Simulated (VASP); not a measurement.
# Al (Fm-3m) in VASP: a series of runs

Runs on Al. Level: PBE. Tasks: relaxation of the atoms.

Everything below comes from runs of VASP 6.6.1. Logs are shortened: lines on timing, memory, paths and dates and some standing lists are left out, and cuts for length are marked.

**1. The crystal as given**

It takes space group Fm-3m (No. 225, cubic). The conventional cell has a = 4.041 Å, b = 4.041 Å, c = 4.041 Å, α = 90.00°, β = 90.00°, γ = 90.00°. Al (site symmetry m-3m) has 12 Al at 2.86 Å as nearest neighbours.

**2. Relaxation of the atoms, PBE (a relaxed cell with its volume scaled by 0.98)**

INCAR

```
SYSTEM = Al
  PREC = Accurate
  ENCUT = 300
  EDIFF = 1E-7
  ISMEAR = 1
  SIGMA = 0.1
  LREAL = .False.
  LASPH = .True.
  NELM = 80
  ALGO = Fast
  ISIF = 2
  LWAVE = .False.
  LCHARG = .False.
  GGA = PE
  IBRION = 2
  NSW = 40
  EDIFFG = -0.01
```

KPOINTS

```
regular mesh
0
Gamma
  8 8 8
  0 0 0
```

POSCAR

```
Al                                      
1.0
    0.0000000000      2.0071325307      2.0071325307
    2.0071325307      0.0000000000      2.0071325307
    2.0071325307      2.0071325307      0.0000000000
  Al            
     1
Direct
     0.0000000000000000    0.0000000000000000    0.0000000000000000
```

Potentials or basis: VASP PAW PBE potentials, release 64 (Al).

Started as:

```bash
$ cat potpaw_PBE.64/Al/POTCAR > POTCAR
$ mpirun -np 1 vasp_std > vasp.out
```

OUTCAR:

```text
SYSTEM = Al
   PREC = Accurate
   ENCUT = 300
   EDIFF = 1E-7
   ISMEAR = 1
   LREAL = .False.
   LASPH = .True.
   NELM = 80
   ISIF = 2
   GGA = PE
   IBRION = 2
   NSW = 40
   EDIFFG = -0.01

 ion  position               nearest neighbor table
   1  0.000  0.000  0.000-

  LATTYP: Found a face centered cubic cell.
 ALAT       =     4.0142650614

  Lattice vectors:

 A1 = (   0.0000000000,   2.0071325307,   2.0071325307)
 A2 = (   2.0071325307,   0.0000000000,   2.0071325307)
 A3 = (   2.0071325307,   2.0071325307,   0.0000000000)

Analysis of symmetry for initial positions (statically):
=====================================================================
 Subroutine PRICEL returns:
 Original cell was already a primitive cell.

 Routine SETGRP: Setting up the symmetry group for a
 face centered cubic supercell.

 Subroutine GETGRP returns: Found 48 space group operations
 (whereof 48 operations were pure point group operations)
 out of a pool of 48 trial point group operations.

The static configuration has the point symmetry O_h .

Analysis of symmetry for dynamics (positions and initial velocities):
=====================================================================
 Subroutine PRICEL returns:
 Original cell was already a primitive cell.

 Routine SETGRP: Setting up the symmetry group for a
 face centered cubic supercell.

 Subroutine GETGRP returns: Found 48 space group operations
 (whereof 48 operations were pure point group operations)
 out of a pool of 48 trial point group operations.

The dynamic configuration has the point symmetry O_h .

 Subroutine INISYM returns: Found 48 space group operations
 (whereof 48 operations are pure point group operations),
 and found     1 'primitive' translations

----------------------------------------------------------------------------------------

                                     Primitive cell

  volume of cell :      16.1718

  direct lattice vectors                    reciprocal lattice vectors
     0.000000000  2.007132531  2.007132531    -0.249111602  0.249111602  0.249111602
     2.007132531  0.000000000  2.007132531     0.249111602 -0.249111602  0.249111602
     2.007132531  2.007132531  0.000000000     0.249111602  0.249111602 -0.249111602

  length of vectors
     2.838514046  2.838514046  2.838514046     0.431473951  0.431473951  0.431473951

  position of ions in fractional coordinates (direct lattice)
     0.000000000  0.000000000  0.000000000

  ion indices of the primitive-cell ions
   primitive index   ion index
                 1           1

----------------------------------------------------------------------------------------

 KPOINTS: regular mesh

Automatic generation of k-mesh.
 Grid dimensions read from file:
 generate k-points for:    8    8    8

 Generating k-lattice:

  Cartesian coordinates                     Fractional coordinates (reciprocal lattice)
    -0.031138950  0.031138950  0.031138950     0.125000000  0.000000000  0.000000000
     0.031138950 -0.031138950  0.031138950     0.000000000  0.125000000  0.000000000
     0.031138950  0.031138950 -0.031138950     0.000000000  0.000000000  0.125000000

  Length of vectors
     0.053934244  0.053934244  0.053934244

  Shift w.r.t. Gamma in fractional coordinates (k-lattice)
     0.000000000  0.000000000  0.000000000

 Subroutine IBZKPT returns following result:
 ===========================================

 Found     29 irreducible k-points:

 Following reciprocal coordinates:
            Coordinates               Weight
  0.000000  0.000000  0.000000      1.000000
  0.125000  0.000000  0.000000      8.000000
  0.250000  0.000000  0.000000      8.000000
  0.375000  0.000000  0.000000      8.000000
  0.500000  0.000000  0.000000      4.000000
  0.125000  0.125000  0.000000      6.000000
[... 16 lines left out ...]
  0.500000  0.250000  0.125000     48.000000
 -0.375000  0.250000  0.125000     24.000000
 [... further k-points ...]
   k-points           NKPTS =     29   k-points in BZ     NKDIM =     29   number of bands    NBANDS=      5
   number of dos      NEDOS =    301   number of ions     NIONS =      1
   total plane-waves  NPLWV =   4096
   dimension x,y,z NGX =    16 NGY =   16 NGZ =   16
   dimension x,y,z NGXF=    32 NGYF=   32 NGZF=   32
   ions per type =               1
   NGX,Y,Z   is equivalent  to a cutoff of   9.37,  9.37,  9.37 a.u.
   NGXF,Y,Z  is equivalent  to a cutoff of  18.74, 18.74, 18.74 a.u.
 SYSTEM =  Al
   PREC   = accura    normal or accurate (medium, high low for compatibility)
   ISTART =      0    job   : 0-new  1-cont  2-samecut
   ICHARG =      2    charge: 1-file 2-atom 10-const
   ISPIN  =      1    spin polarized calculation?
   LNONCOLLINEAR =      F non collinear calculations
   LSORBIT =      F    spin-orbit coupling
   LASPH  =      T    aspherical Exc in radial PAW
   ENCUT  =  300.0 eV  22.05 Ry    4.70 a.u.   4.01  4.01  4.01*2*pi/ulx,y,z
   NELM   =     80;   NELMIN=  2; NELMDL= -5     # of ELM steps
   EDIFF  = 0.1E-06   stopping-criterion for ELM
   LREAL  =      F    real-space projection
   EDIFFG = -.1E-01   stopping-criterion for IOM
   NSW    =     40    number of steps for IOM
   IBRION =      2    ionic relax: 0-MD 1-quasi-New 2-CG
   NFREE  =      1    steps in history (QN), initial steepest desc. (CG)
   ISIF   =      2    stress and relaxation
   ISYM   =      2    0-nonsym 1-usesym 2-fastsym
   POTIM  = 0.5000    time-step for ionic-motion
   TEBEG  =    0.0;   TEEND  =   0.0 temperature during run
   PSTRESS=    0.0 pullay stress
   NELECT =       3.0000    total number of electrons
   NUPDOWN=      -1.0000    fix difference up-down
   EMIN   =  10.00;   EMAX   =-10.00  energy-range for DOS
   EFERMI =   0.00;   METHOD = LEGACY
   ISMEAR =     1;   SIGMA  =   0.10  broadening in eV -4-tet -1-fermi 0-gaus
   EFERMI_NEDOS =   21; number of points for ismear=-14 and -15
   IALGO  =     68    algorithm
   IMIX   =      4    mixing-type and parameters
     AMIX     =   0.40;   BMIX     =  1.00
     AMIX_MAG =   1.60;   BMIX_MAG =  1.00
  volume/ion in A,a.u.               =      16.17       109.13
  Fermi-wavevector in a.u.,A,eV,Ry     =   0.933675  1.764390 11.860873  0.871750
  Thomas-Fermi vector in A             =   2.060401
   LORBIT       =      0    0 simple, 1 ext, 2 COOP (PROOUT), +10 PAW based schemes
   GGA     = PE    functional components
   LHFCALC =     F    Hartree Fock is set to
   AEXX    =    0.0000 exact exchange contribution
   IVDW    =     0    specifies the selected vdW correction
   LEPSILON=     F    determine dielectric tensor
   LRPA    =     F    only Hartree local field effects (RPA)
 conjugate gradient relaxation of ions
 non-spin polarized calculation
 RMM-DIIS sequential band-by-band and
 Methfessel and Paxton  Order N= 1 SIGMA  =   0.10
  energy-cutoff  :      300.00
  volume of cell :       16.17
 maximum number of plane-waves:       200
   NGX =  9   NGY =  9   NGZ =  9

 number of electron       3.0000000 magnetization

 Free energy of the ion-electron system (eV)
  ---------------------------------------------------
  ext. energy  EPLUGINS =         0.00000000
  ---------------------------------------------------
  free energy    TOTEN  =        -3.73381791 eV

  energy without entropy =       -3.73266563  energy(sigma->0) =       -3.73343382

 E-fermi :   8.3006     XC(G=0): -10.2682

 val. band max:        7.8716283586   @ k =  -0.2500   0.3750   0.1250
 cond. band min:       8.3491398931   @ k =  -0.2500   0.5000   0.2500
 fundamental gap:      0.4775115345
 Fermi energy:         8.3005725738

 k-point     1 :       0.0000    0.0000    0.0000
  band No.  band energies     occupation
      1      -3.0604      2.00000
      2      20.9830      0.00000
      3      20.9830      0.00000
      4      20.9830      0.00000
      5      22.5926      0.00000

 k-point     2 :       0.1250    0.0000    0.0000
  band No.  band energies     occupation
      1      -2.6304      2.00000
      2      16.6415      0.00000
      3      20.0549      0.00000
      4      20.0549      0.00000
      5      23.1523      0.00000

 k-point     3 :       0.2500    0.0000    0.0000
  band No.  band energies     occupation
      1      -1.3484      2.00000
      2      11.6987      0.00000
      3      19.2859      0.00000
      4      19.2859      0.00000
      5      22.7750      0.00000

 k-point     4 :       0.3750    0.0000    0.0000
  band No.  band energies     occupation
      1       0.7629      2.00000
      2       7.3406      2.00000
      3      19.1944      0.00000
      4      19.1944      0.00000
      5      21.1692      0.00000

 k-point     5 :       0.5000    0.0000    0.0000
  band No.  band energies     occupation
      1       3.5404      2.00000
      2       3.8100      2.00000
      3      19.8035      0.00000
      4      19.8036      0.00000
      5      19.8423      0.00000

 k-point     6 :       0.1250    0.1250    0.0000
  band No.  band energies     occupation
      1      -2.4873      2.00000
      2      18.2759      0.00000
      3      18.2759      0.00000
      4      18.4684      0.00000
      5      21.4253      0.00000
[... 113 lines left out ...]
 k-point    21 :       0.5000    0.5000    0.0000
  band No.  band energies     occupation
      1       5.2424      2.00000
      2       6.6121      2.00000
      3      13.4997      0.00000
      4      13.9045      0.00000
      5      13.9045      0.00000

 k-point    22 :       0.3750    0.2500    0.1250
  band No.  band energies     occupation
      1      -0.2187      2.00000
      2      12.0982      0.00000
      3      13.5672      0.00000
      4      17.1302      0.00000
      5      20.5097      0.00000

 k-point    23 :       0.5000    0.2500    0.1250
  band No.  band energies     occupation
      1       1.8741      2.00000
      2       8.3508      0.25733
      3      12.8625      0.00000
      4      14.9701      0.00000
      5      21.1694      0.00000

 k-point    24 :      -0.3750    0.2500    0.1250
  band No.  band energies     occupation
      1       4.5999      2.00000
      2       4.9133      2.00000
      3      13.2277      0.00000
      4      13.7932      0.00000
      5      21.7270      0.00000

 [... further k-points ...]
[... 5 lines left out ...]
  --------------------------------------------------------------------------------------
  -------------------------------------------------------------------------------------
  Total        0.1706512      0.1706512      0.1706512      0.0000000      0.0000000      0.0000000
  in kB       16.9068152     16.9068152     16.9068152      0.0000000      0.0000000      0.0000000
  external PRESSURE =      16.9068152 kB  Pullay stress =       0.0000000 kB

 VOLUME and BASIS-vectors are now :
 -----------------------------------------------------------------------------
  energy-cutoff  :      300.00
  volume of cell :       16.17
      direct lattice vectors                 reciprocal lattice vectors
     0.000000000  2.007132531  2.007132531    -0.249111602  0.249111602  0.249111602
     2.007132531  0.000000000  2.007132531     0.249111602 -0.249111602  0.249111602
     2.007132531  2.007132531  0.000000000     0.249111602  0.249111602 -0.249111602

 POSITION                                       TOTAL-FORCE (eV/Angst)
 -----------------------------------------------------------------------------------
      0.00000      0.00000      0.00000         0.000000     -0.000000      0.000000
 -----------------------------------------------------------------------------------
    total drift:                                0.000000     -0.000000     -0.000000

  FREE ENERGIE OF THE ION-ELECTRON SYSTEM (eV)
  ---------------------------------------------------
  free  energy   TOTEN  =        -3.7338179099 eV

  energy  without entropy=       -3.7326656289  energy(sigma->0) =       -3.73343382

 reached required accuracy - stopping structural energy minimisation
```

Wall time 0.9 s (1 thread of Intel Xeon 6975P-C (Granite Rapids), shared host); peak memory 0.1 GiB.

Results:

```yaml
Free_energy: -3.7338 eV
Pressure_after_relaxing: 1.7 GPa
Band_gap_on_the_k_mesh: none (metal or under the smearing width)
```

Final structure:
```xyz
1
Lattice="0.0000 2.0071 2.0071 2.0071 0.0000 2.0071 2.0071 2.0071 0.0000" Properties=species:S:1:pos:R:3 pbc="T T T"
Al    0.0000    0.0000    0.0000
```

Caveat: the relaxation stopped at its first step, so nothing moved.

**3. Relaxation of the atoms, PBE**

INCAR is that of step 2.

KPOINTS is that of step 2.

POSCAR

```
Al                                      
1.0
    0.0000000000      2.0206946484      2.0206946484
    2.0206946484      0.0000000000      2.0206946484
    2.0206946484      2.0206946484      0.0000000000
  Al            
     1
Direct
     0.0000000000000000    0.0000000000000000    0.0000000000000000
```

Potentials or basis: VASP PAW PBE potentials, release 64 (Al).

Started as:

```bash
$ cat potpaw_PBE.64/Al/POTCAR > POTCAR
$ mpirun -np 1 vasp_std > vasp.out
```

Wall time 0.9 s (1 thread of Intel Xeon 6975P-C (Granite Rapids), shared host); peak memory 0.1 GiB.

Results (log left out):

* Free energy: -3.7357 eV
* Pressure after relaxing: 0.0 GPa
* Band gap on the k mesh: none (metal or under the smearing width)

Final structure:
```yaml
crystal:
  lattice:
    - [0.00000, 2.02069, 2.02069]
    - [2.02069, 0.00000, 2.02069]
    - [2.02069, 2.02069, 0.00000]
  atoms:
    - { symbol: Al, position: [0.00000, 0.00000, 0.00000] }
```

Levels at points of the mesh, in eV from the Fermi level:
| k point | band 1 | band 2 | band 3 | band 4 | band 5 |
| --- | --- | --- | --- | --- | --- |
| (0.00, 0.00, 0.00) | -11.22 | 12.57 | 12.57 | 12.57 | 14.02 |
| (0.50, 0.00, 0.00) | -4.68 | -4.47 | 11.32 | 11.35 | 11.41 |
| (0.50, 0.50, 0.00) | -3.01 | -1.69 | 5.19 | 5.50 | 5.50 |

Caveat: the relaxation stopped at its first step, so nothing moved.
